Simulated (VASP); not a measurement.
## MgO2: band structure with AM05

Crystal: MgO2.

```
Mg O
1.0
     4.82861    0.00000    0.00000
     0.00000    4.82861    0.00000
     0.00000    0.00000    4.82861
Mg O
4 8
Direct
  0.00000 0.00000 0.00000
  0.50000 0.00000 0.50000
  0.50000 0.50000 0.00000
  0.00000 0.50000 0.50000
  0.58942 0.91058 0.08942
  0.91058 0.08942 0.58942
  0.08942 0.58942 0.91058
  0.41058 0.41058 0.41058
  0.58942 0.58942 0.58942
  0.91058 0.41058 0.08942
  0.08942 0.91058 0.41058
  0.41058 0.08942 0.91058
```

The cell is a database's computed one.

```json
{"Program": "VASP 6.6.1", "Task": "band structure", "Functional": "AM05", "Potentials or basis": "VASP PAW PBE potentials, release 64 (Mg, O)", "Cutoff": "520 eV", "k mesh": "6 × 6 × 6", "Occupations": "fermi-dirac, width 0.05 eV", "Spin": "no spin polarisation", "Further INCAR settings": "ALGO = Normal; EDIFF = 1e-06"}
```

The pressure is 1.1 GPa and the largest force is 0.335 eV/Å. The band gap on the k mesh is 3.88 eV, indirect (least direct gap 4.01 eV) and the band gap along the path is 3.86 eV, indirect (least direct gap 3.99 eV).

Forces on the atoms (eV/Å):
```
Mg   0.000  0.000  0.000
Mg   0.000  0.000  0.000
Mg   0.000  0.000  0.000
Mg   0.000  0.000  0.000
O   -0.193  0.193 -0.193
O    0.193 -0.193 -0.193
O   -0.193 -0.193  0.193
O    0.193  0.193  0.193
O   -0.193 -0.193 -0.193
O    0.193  0.193 -0.193
O   -0.193  0.193  0.193
O    0.193 -0.193  0.193
```

Levels at the corners of the path, in eV from the valence-band top:
```tsv
point	band 26	band 27	band 28	band 29	band 30	band 31
Γ	-0.50	0.00	0.00	4.48	4.51	4.51
X	-0.72	-0.12	-0.12	3.94	3.94	4.36
X	-0.72	-0.12	-0.12	3.94	3.94	4.36
M	-0.49	-0.49	-0.49	4.14	4.14	4.14
M	-0.49	-0.49	-0.49	4.14	4.14	4.14
Γ	-0.50	0.00	0.00	4.48	4.51	4.51
Γ	-0.50	0.00	0.00	4.48	4.51	4.51
R	-0.57	-0.57	-0.57	4.43	4.43	4.43
R	-0.57	-0.57	-0.57	4.43	4.43	4.43
X	-0.72	-0.12	-0.12	3.94	3.94	4.36
M	-0.49	-0.49	-0.49	4.14	4.14	4.14
R	-0.57	-0.57	-0.57	4.43	4.43	4.43
```

It took 7.6 min on 1 thread of AMD EPYC 7R43 64-Core Processor (Zen 3), on a shared host, peak memory 0.21 GiB.

Caveat: the PAW data sets were made with another functional, which shifts forces and pressure a little. Expect the measured gap to be larger: semilocal functionals such as AM05 lack the derivative discontinuity.
